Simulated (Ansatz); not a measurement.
# Ga in Cu(111), 2x2: scattering by a point defect, part 3 of 3

Wanted: the reflection from a plane of defects, Ga in Cu(111), 2x2, and the resistivity it implies.

Ansatz 0.2.0; Ansatz plane-wave DFT, PBE, PAW files; ballistic transport by layer matching (Landauer), zero bias; PAW set soft_1 (the session's first sound run).

So far, resistivity per at.% scaled from this dense plane, with the factor 3/4 for isotropic scattering (µΩ cm): step 3 (resistance at ideal sites) 1.03.

## Step 5: Transmission after relaxation, relaxed yes

The transmission is solved again on the relaxed atoms.

This step: Ansatz plane-wave DFT, PBE, PAW files; ballistic transport by layer matching (Landauer), zero bias; PAW set soft_1 (Ansatz 0.2.0).

Input file input.yaml:

```yaml
crystal:
  lattice:
    - [5.1123254594, 0.0, 0.0]
    - [-2.5561627297, 4.4274037203, 0.0]
    - [-1.2780813649, 0.73790062, 22.9580794202]
  atoms:
    - { symbol: Cu, position: [0.0075757576, 0.9924242424, 0.0454545455] }
    - { symbol: Cu, position: [0.0075757576, 0.4924242424, 0.0454545455] }
    - { symbol: Cu, position: [0.5075757576, 0.9924242424, 0.0454545455] }
    - { symbol: Cu, position: [0.5075757576, 0.4924242424, 0.0454545455] }
    - { symbol: Cu, position: [0.1893939394, 0.3106060606, 0.1363636364] }
    - { symbol: Cu, position: [0.1893939394, 0.8106060606, 0.1363636364] }
    - { symbol: Cu, position: [0.6893939394, 0.3106060606, 0.1363636364] }
    - { symbol: Cu, position: [0.6893939394, 0.8106060606, 0.1363636364] }
    - { symbol: Cu, position: [0.3712121212, 0.1287878788, 0.2272727273] }
    - { symbol: Cu, position: [0.3712121212, 0.6287878788, 0.2272727273] }
    - { symbol: Cu, position: [0.8712121212, 0.1287878788, 0.2272727273] }
    - { symbol: Cu, position: [0.8712121212, 0.6287878788, 0.2272727273] }
    - { symbol: Cu, position: [0.0532759122, 0.9471132802, 0.3175596562] }
    - { symbol: Cu, position: [0.0529864292, 0.4470135708, 0.3173628292] }
    - { symbol: Cu, position: [0.5529997283, 0.9470002717, 0.3175872061] }
    - { symbol: Cu, position: [0.5528867198, 0.4467240878, 0.3175596562] }
    - { symbol: Cu, position: [0.2339758184, 0.2660241816, 0.4078921347] }
    - { symbol: Cu, position: [0.2340166474, 0.7635573086, 0.4079020748] }
    - { symbol: Cu, position: [0.7364426914, 0.2659833526, 0.4079020748] }
    - { symbol: Cu, position: [0.7348604668, 0.7651395332, 0.4080469778] }
    - { symbol: Ga, position: [0.4166666667, 0.0833333333, 0.5] }
    - { symbol: Cu, position: [0.4166666667, 0.5833333333, 0.5] }
    - { symbol: Cu, position: [0.9166666667, 0.0833333333, 0.5] }
    - { symbol: Cu, position: [0.9166666667, 0.5833333333, 0.5] }
    - { symbol: Cu, position: [0.0968906419, 0.9006833141, 0.5920979252] }
    - { symbol: Cu, position: [0.0984728665, 0.4015271335, 0.5919530222] }
    - { symbol: Cu, position: [0.5993575149, 0.9006424851, 0.5921078653] }
    - { symbol: Cu, position: [0.5993166859, 0.4031093581, 0.5920979252] }
    - { symbol: Cu, position: [0.2803336051, 0.2196663949, 0.6824127939] }
    - { symbol: Cu, position: [0.2804466135, 0.7199425789, 0.6824403438] }
    - { symbol: Cu, position: [0.7800574211, 0.2195533865, 0.6824403438] }
    - { symbol: Cu, position: [0.7803469042, 0.7196530958, 0.6826371708] }
    - { symbol: Cu, position: [0.4621212121, 0.0378787879, 0.7727272727] }
    - { symbol: Cu, position: [0.4621212121, 0.5378787879, 0.7727272727] }
    - { symbol: Cu, position: [0.9621212121, 0.0378787879, 0.7727272727] }
    - { symbol: Cu, position: [0.9621212121, 0.5378787879, 0.7727272727] }
    - { symbol: Cu, position: [0.1439393939, 0.8560606061, 0.8636363636] }
    - { symbol: Cu, position: [0.1439393939, 0.3560606061, 0.8636363636] }
    - { symbol: Cu, position: [0.6439393939, 0.8560606061, 0.8636363636] }
    - { symbol: Cu, position: [0.6439393939, 0.3560606061, 0.8636363636] }
    - { symbol: Cu, position: [0.3257575758, 0.1742424242, 0.9545454545] }
    - { symbol: Cu, position: [0.3257575758, 0.6742424242, 0.9545454545] }
    - { symbol: Cu, position: [0.8257575758, 0.1742424242, 0.9545454545] }
    - { symbol: Cu, position: [0.8257575758, 0.6742424242, 0.9545454545] }
kpoints:
  mp_grid: { grid: [5, 5, 1] }
hamiltonian:
  xc: pbe
  pseudopotentials: { kind: paw, azcp: { folder: soft_1 } }
scf:
  occupations: { method: fermi_dirac, width: 0.1 }
output:
  transmission:
    leads: [[0, 4]]
    kmesh: [10, 10]
    e_range: [-0.05, 0.05]
    de: 0.05
  write_potential: true
  write_density: true
  volumetric_format: npy
```

The run is started by

```sh
> ansatz run input.yaml --threads 4 --pin off --max-ram 15360MiB --backend cpu --events-out ev --progress --plain --runs-dir out
```

Numbers of over 12 decimals in the logs are rounded to 6 here.

The log of the run:

```text
[...]
Crystal: 44 atoms, lattice volume = 519.641 Å³
Basis set: ecut = 420 eV, 10219 PW (Γ)
Bands: 498, of which v1, the nominal top of the filled ones, is band 415 counted from 1 (414 counted from 0)
Symmetry: 4 space group operations
[...]
k-points: 9 of 25
[...]
SCF iter   1: F=—  HF=-288708.699884 eV  |F-HF|=—  |Δ(HF+E_count)|=         —  Δρ=2.76e-1  dr2=3.82e2  ethr=3.10e-3  ⟨swp⟩=5.0  Hψ=13407  notcnv=0  defer=27
[...]
SCF iter  16: F=-288666.391611 eV  HF=-288666.391611 eV  |F-HF|=8.69e-8  |Δ(HF+E_count)|=   6.68e-8  Δρ=2.73e-6  dr2=7.92e-8  ethr=1.20e-11  ⟨swp⟩=7.1  Hψ=18507  notcnv=0
SCF 1 converged in 16 iterations: F = -288666.391611 eV  dr2 = 7.92e-8
[...]
transmission: 104 of 1023 steps passed
transmission: 208 of 1023 steps passed
[...]
transmission: 1023 of 1023 steps passed
SCF converged after 16 iterations
Free energy (F): -288666.391611 eV
[...]
Internal energy: -288665.908554 eV  (E = F + TS)
E sigma→0 (E₀):  -288666.150082 eV
Entropy (-TS):   -0.483057 eV (-10.979 meV/atom)
Fermi energy:    16.372924 eV
[...]
--- Band table (eV; the first three rows and the last of 9) ---
  k-point 0: bands = [... 411 lower, 16.3581, 16.4124, 16.6565, 16.6976, 16.8424, 16.8561, 17.0426, 17.0576, ... 79 higher]
  k-point 1: bands = [... 411 lower, 15.9949, 16.1119, 16.1455, 16.2160, 16.2538, 16.3079, 16.4340, 16.5773, ... 79 higher]
  k-point 2: bands = [... 411 lower, 16.1202, 16.1445, 16.2156, 16.2709, 16.3707, 16.5938, 16.6519, 16.7022, ... 79 higher]
  k-point 8: bands = [... 411 lower, 16.1074, 16.1105, 16.1830, 16.1847, 16.3753, 16.3902, 16.5221, 16.5329, ... 79 higher]
--- Transmission ---
  basis      : 199 plane waves across, 33 finite elements along
  points     : 31, standing for a mesh of 10 x 10
[...]
channels       : 3.210000e0 a spin
[...]
junction   : crystal 0 to crystal 0, 0.71 to 21.58 Å
    transmission   : 2.758622e0 a spin
[...]
```

It took 3.3 min on 4 threads of Arm Neoverse V2, shared host; peak memory 5.1 GiB.

This step gave:

- free energy: -288666.3916 eV
- transmission per spin nearest the Fermi level: 2.759
- open channels per spin nearest the Fermi level: 3.21
- step of the lead's potential: 5.1 meV

Per spin. Table of transmission, zone mean by energy, zero at the Fermi level:

| energy (eV) | transmission, zone mean |
| --- | --- |
| -0.0500 | 2.89 |
| 0.0000 | 2.76 |
| 0.0500 | 2.93 |

Transmission over k1 and k2. At 0.0000 eV from the Fermi level.

Values, 10 rows by 10 columns:
```
2.24 3.75 2.10 2.91 2.11 3.75 2.23 2.95 2.95 2.95
2.95 2.10 3.65 2.76 2.76 3.65 2.11 2.94 2.96 2.95
2.95 2.91 2.76 3.08 2.32 3.08 2.76 2.91 2.94 2.95
2.23 2.11 2.76 2.32 2.18 2.17 2.33 2.76 2.11 2.23
3.76 3.75 3.65 3.08 2.17 1.19 2.17 3.08 3.65 3.75
2.23 2.23 2.11 2.76 2.33 2.17 2.18 2.32 2.76 2.11
2.95 2.95 2.94 2.91 2.76 3.08 2.32 3.08 2.76 2.91
2.95 2.95 2.96 2.94 2.11 3.65 2.76 2.76 3.65 2.10
2.24 2.95 2.95 2.95 2.23 3.75 2.11 2.91 2.10 3.75
3.76 2.24 2.95 2.95 2.23 3.76 2.23 2.95 2.95 2.24
```
Columns: k1 (b1) from -0.5 to 0.4; rows upwards: k2 (b2) from -0.5 to 0.4.

Over the solved energies the transmission per spin lies between 2.76 and 2.93, out of 3.21 channels of the lead on average (up to 3.21).

## Step 6: Resistance after relaxation

This step: Ansatz plane-wave DFT, PBE, PAW files; ballistic transport by layer matching (Landauer), zero bias; area resistance of the defect plane and resistivity an atomic per cent; PAW set soft_1 (Ansatz 0.2.0).

Numbers from this step:

```yaml
area_resistance: 0.1117 fΩ m²
t_over_the_leads_mean_channel_count: 0.8906
resistivity_per_at_scaled_from_this_dense_plane_with_the_factor_3_over_4_for_isotropic_scattering: 1.606 µΩ cm
```

Averaged over the energies near the Fermi level, 89.1 % of the channels pass, which makes 0.112 fΩ m², against 0.0713 on ideal sites.

## Step 7: Outcome

```
share of channels that pass, rigid                                : 0.929
area resistance, rigid                                            : 0.0713 fΩ m²
resistivity per at.% from the area resistance, times 3/4, rigid   : 1.03 µΩ cm
share of channels that pass, relaxed                              : 0.891
area resistance, relaxed                                          : 0.112 fΩ m²
resistivity per at.% from the area resistance, times 3/4, relaxed : 1.61 µΩ cm
```

What this shows: The plane of defects adds 0.11 fΩ m². Scaled to one atomic per cent that is 2.1 µΩ cm as it stands and 1.6 with the factor 3/4 for isotropic scattering on a spherical Fermi surface. These are rough estimates of the dilute value, not bounds. One Ga in each 2x2 cell reflects 11 % of the lead's channels. The relaxed cell differs by 57 % in resistance; between the two runs the lead's own channel count goes from 3.15 to 3.21, so sampling may have a part in it. The defects form a dense periodic sheet that scatters coherently, unlike a dilute random alloy. T and N are means over the solved energies nearest the Fermi level.

[Logs are printed without paths, hosts, clocks, repeated set-up lines and the standing remarks that a program may print on its own settings, such as how far it seeks lower states.]

[Hosts, paths, dates, database ids (printed as entryN), source tags and the programs' standing remarks are cut or masked in the printed files.]
